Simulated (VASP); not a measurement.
Here is a VASP 6.6.1 calculation.

The input INCAR:

```
PREC = Accurate
ENCUT = 520
EDIFF = 1E-7
ISMEAR = -1
SIGMA = 0.05
LREAL = F
LASPH = T
NELM = 60
ALGO = Normal
ISIF = 2
LWAVE = F
LCHARG = F
METAGGA = RSCAN
LMIXTAU = T
```

KPOINTS

```
Automatic mesh
0
Gamma
  7 7 7
```

Contents of POSCAR:

```
TePb
1.0
    0.0000000000      3.2310000000      3.2310000000
    3.2310000000      0.0000000000      3.2310000000
    3.2310000000      3.2310000000      0.0000000000
Pb Te
1 1
Direct
    0.0000000000      0.0000000000      0.0000000000
    0.5000000000      0.5000000000      0.5000000000
```

Contents of KPOINTS_OPT:

```
path GXWKGLUWLK,UX
15
line-mode
reciprocal
 0.0000000000  0.0000000000  0.0000000000  G
 0.5000000000  0.0000000000  0.5000000000  X

 0.5000000000  0.0000000000  0.5000000000  X
 0.5000000000  0.2500000000  0.7500000000  W

 0.5000000000  0.2500000000  0.7500000000  W
 0.3750000000  0.3750000000  0.7500000000  K

 0.3750000000  0.3750000000  0.7500000000  K
 0.0000000000  0.0000000000  0.0000000000  G

 0.0000000000  0.0000000000  0.0000000000  G
 0.5000000000  0.5000000000  0.5000000000  L

 0.5000000000  0.5000000000  0.5000000000  L
 0.6250000000  0.2500000000  0.6250000000  U

 0.6250000000  0.2500000000  0.6250000000  U
 0.5000000000  0.2500000000  0.7500000000  W

 0.5000000000  0.2500000000  0.7500000000  W
 0.5000000000  0.5000000000  0.5000000000  L

 0.5000000000  0.5000000000  0.5000000000  L
 0.3750000000  0.3750000000  0.7500000000  K

 0.6250000000  0.2500000000  0.6250000000  U
 0.5000000000  0.0000000000  0.5000000000  X
```

Potentials or basis: VASP PAW PBE potentials, release 64 (Pb_d, Te).

The run is started by

```console
$ cat potpaw_PBE.64/Pb_d/POTCAR potpaw_PBE.64/Te/POTCAR > POTCAR
$ mpirun -np 1 vasp_std > vasp.out
```

Q: Predict the pressure.

A: 1.7 GPa.

Q: Estimate the band gap along the path.

A: 0.99 eV, direct.

Levels at the corners of the path, in eV from the Fermi level:
```
point  band 7  band 8  band 9  band 10  band 11  band 12  band 13  band 14
    Γ   -6.18   -2.03   -2.03    -2.03     3.79     3.79     3.79     5.62
    X   -8.03   -5.23   -3.51    -3.51     3.03     5.27     5.27     6.61
    X   -8.03   -5.23   -3.51    -3.51     3.03     5.27     5.27     6.61
    W   -8.78   -4.50   -4.50    -0.98     1.33     5.02     5.02     6.70
    W   -8.78   -4.50   -4.50    -0.98     1.33     5.02     5.02     6.70
    K   -8.76   -4.84   -2.99    -2.71     3.31     3.46     4.93     5.78
    K   -8.76   -4.84   -2.99    -2.71     3.31     3.46     4.93     5.78
    Γ   -6.18   -2.03   -2.03    -2.03     3.79     3.79     3.79     5.62
    Γ   -6.18   -2.03   -2.03    -2.03     3.79     3.79     3.79     5.62
    L   -9.43   -1.56   -1.56    -0.53     0.46     0.86     0.86     8.40
    L   -9.43   -1.56   -1.56    -0.53     0.46     0.86     0.86     8.40
    U   -8.76   -4.84   -2.99    -2.71     3.31     3.46     4.93     5.78
    U   -8.76   -4.84   -2.99    -2.71     3.31     3.46     4.93     5.78
    W   -8.78   -4.50   -4.50    -0.98     1.33     5.02     5.02     6.70
    W   -8.78   -4.50   -4.50    -0.98     1.33     5.02     5.02     6.70
    L   -9.43   -1.56   -1.56    -0.53     0.46     0.86     0.86     8.40
    L   -9.43   -1.56   -1.56    -0.53     0.46     0.86     0.86     8.40
    K   -8.76   -4.84   -2.99    -2.71     3.31     3.46     4.93     5.78
    U   -8.76   -4.84   -2.99    -2.71     3.31     3.46     4.93     5.78
    X   -8.03   -5.23   -3.51    -3.51     3.03     5.27     5.27     6.61
```

Caveat: this odd mesh misses L, where the gap lies, so gap, dielectric constants and Born charges aren't listed; the PAW data sets were made with another functional, which shifts forces and pressure a little; spin-orbit coupling is left out, which moves the levels of the heavy elements.

**What was measured.**

From a printed reference work, monograph, for a bulk crystal of TePb at 4.2 K: band gap 0.19 eV (direct).

A measured gap of TePb is 0.19 eV (direct; 4.2 K; a printed reference work, monograph); the calculated 0.99 eV misses it by +0.80 eV. Spin-orbit coupling on Pb, Te is left out. The value is that of rSCAN, without temperature or zero-point motion.
